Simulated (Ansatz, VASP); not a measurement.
**One calculation of Al, two programs**

```xyz
2
Lattice="0.0000 -1.9914 -1.9914 -1.9914 0.0000 -1.9914 1.9914 1.9914 -3.9827" Properties=species:S:1:pos:R:3 pbc="T T T"
Al    0.0433    0.0433   -4.0260
Al   -0.0433   -0.0433    0.0433
```

Change from the starting cell: mode 6 (347.1 1/cm) frozen in, largest displacement +0.075 Å.

Alike in both runs: task single point; functional PBE; dispersion D3(BJ); k mesh 24 × 24 × 24; occupations gaussian, width 0.15 eV; no spin polarisation.

|  | VASP | Ansatz |
| --- | --- | --- |
| version | VASP 6.6.1 | Ansatz 0.2.0 |
| potentials or method | VASP PAW PBE potentials, release 64 (Al) | scalar-relativistic, plane waves, PAW |
| plane-wave cutoff (eV) | 520 | 420 |
| valence electrons in the cell | 6 | 6 |

```tsv
	VASP	Ansatz	Ansatz less VASP
gap on the k mesh at the Fermi level (eV)	none	none	-
pressure (GPa)	1.0	1.0	+0.04
largest component of the traceless stress (GPa)	0.36	0.36	-0.001
rms of the force components (eV/Å)	0.529	0.529	0.0000
```

Atom by atom the forces differ by 0.000 eV/Å (rms over components). A gap of «none» marks a metal or a gap that the smearing closes.

Caveats: pairwise dispersion overbinds metals, which lowers pressure and volume.
